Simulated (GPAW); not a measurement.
## Ga: relaxation of cell and atoms with PBEsol

Crystal: Ga.

```
Ga
1.0
    -1.38440    1.38440    2.31122
     1.38440   -1.38440    2.31122
     1.38440    1.38440   -2.31122
Ga
1
Direct
  0.00000 0.00000 0.00000
```

This isn't the form of Ga at room conditions, which is orthorhombic.

```json
{
 "Program": "GPAW 26.7.0",
 "Task": "relaxation of cell and atoms",
 "Functional": "PBEsol",
 "Potentials or basis": "PAW data sets generated in the run's folder for this functional",
 "Cutoff": "600 eV",
 "Basis": "pw",
 "k mesh": "13 × 13 × 13",
 "Occupations": "fermi-dirac, width 0.05 eV",
 "Spin": "no spin polarisation",
 "Maxiter": "150",
 "Optimizer": "BFGS",
 "Fmax": "0.02 eV/Å",
 "Max steps": "60",
 "Convergence": "density=1e-05 forces=0.0001"
}
```

* Relaxed volume: 17.69 Å³/atom
* Relaxed cell: a = 3.003 Å, b = 3.003 Å, c = 3.003 Å, α = 124.44°, β = 124.44°, γ = 82.47°
* Space group after relaxing (to 0.05 Å): I4/mmm (No. 139)
* Energy gained by relaxing: 0.3 meV/atom
* Ionic steps: 6
* Pressure after relaxing: 0.1 GPa
* Band gap on the k mesh: none (metal or under the smearing width)

Stress tensor (GPa, compression positive):
```
 0.12  0.00  0.00
 0.00  0.12  0.00
 0.00  0.00 -0.02
```

Step by step:
| step | energy change (eV) | largest force (eV/Å) | pressure (GPa) | volume (Å³) |
| --- | --- | --- | --- | --- |
| 1 | 0.0000 | 0.0000 | 0.07 | 17.72 |
| 2 | 0.0000 | 0.0000 | 0.04 | 17.72 |
| 3 | -0.0002 | 0.0000 | -0.14 | 17.76 |
| 4 | -0.0002 | 0.0000 | -0.16 | 17.76 |
| 5 | -0.0002 | 0.0000 | -0.13 | 17.74 |
| 6 | -0.0003 | 0.0000 | 0.07 | 17.69 |

Final structure:
```
Ga
1.0
    -1.39961    1.39961    2.25803
     1.39961   -1.39961    2.25803
     1.39961    1.39961   -2.25803
Ga
1
Cartesian
  0.0000 0.0000 0.0000
```

Levels at points of the mesh, in eV from the Fermi level:
```tsv
k point	band 1	band 2	band 3	band 4
(0.00, 0.00, 0.00)	-11.48	13.03	13.09	13.09
```

Run time: 100 s on 1 thread of Arm Neoverse V1, on a shared host, peak memory 0.19 GiB.

Caveat: later steps reuse the first step's grids.
